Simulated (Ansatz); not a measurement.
## LiCl: a prediction, then the measurements

Method: DFT PBE, scalar-relativistic, plane waves, PAW in Ansatz 0.2.0.

Plane waves to 420 eV, a k mesh through Γ of 8×8×8 on the computed 2-atom cell and Gaussian smearing (0.02 eV); no spin polarisation.

Relaxed structure, symmetry kept:

```xyz
2
Lattice="0.0000 2.5751 2.5751 2.5751 0.0000 2.5751 2.5751 2.5751 0.0000" Properties=species:S:1:pos:R:3 pbc="T T T"
Li    0.0000    0.0000    0.0000
Cl    2.5751    2.5751    2.5751
```

```
Space group                                                       : Fm-3m (No. 225)
Volume per atom                                                   : 17.08 Å³
Formation energy from the elements' standard states (uncorrected) : -1.852 eV/atom
Kohn–Sham band gap                                                : 6.26 eV
Löwdin character of the top 1 eV of the valence band              : Cl 3p 98 %
Bader charges (e)                                                 : Li (1 in the cell) 0.90, Cl (1 in the cell) -0.90
```

**Measured values to compare with.**

A printed reference work, data compilation reports, for a bulk crystal of LiCl at 298.15 K: lattice constant a 5.13988 Å.

Measured lattice constant a of LiCl: 5.13988 Å (298.15 K; a printed reference work, data compilation). This calculation gives 5.150 Å (+0.2 %). The calculation is for 0 K without zero-point motion.